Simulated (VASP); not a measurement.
A run of VASP 6.6.1:

Contents of INCAR:

```
SYSTEM = AlRu3
  ALGO = Fast
  EDIFF = 1E-7
  EDIFFG = -0.04
  ENCUT = 600
  GGA = PE
  IBRION = 2
  ISIF = 3
  ISMEAR = 0
  LASPH = .TRUE.
  LCHARG = .FALSE.
  LREAL = .FALSE.
  LWAVE = .FALSE.
  NELM = 100
  NSW = 90
  PREC = Accurate
  SIGMA = 0.1
```

Contents of KPOINTS:

```
k-points
0
G
  6 6 4
  0 0 0
```

The input POSCAR:

```
AlRu3
1.0
    3.9528946842      0.0000000000      0.0000000000
   -1.9764473421      3.4233072150      0.0000000000
    0.0000000000      0.0000000000      4.1718701430
Al Ru
1 3
Direct
    0.0000000000      0.0000000000      0.0000000000
    0.0000000000      0.0000000000      0.5000000000
    0.3333333333      0.6666666667      0.0000000000
    0.6666666667      0.3333333333      0.0000000000
```

Potentials or basis: VASP PAW PBE potentials, release 64 (Al, Ru_pv).

Launch:

```console
$ cat potpaw_PBE.64/Al/POTCAR potpaw_PBE.64/Ru_pv/POTCAR > POTCAR
$ mpirun -np 1 vasp_std > vasp.out
```

Hardware: 1 thread of Intel(R) Xeon(R) Platinum 8488C (Sapphire Rapids), on a shared host.

Task: Estimate the wall time of this run.

Result: Run time: 4.2 min on 1 thread of Intel(R) Xeon(R) Platinum 8488C (Sapphire Rapids), with other jobs on the host, peak memory 0.2 GiB. Counts: scf iterations 175, k points 21, ion steps 10.
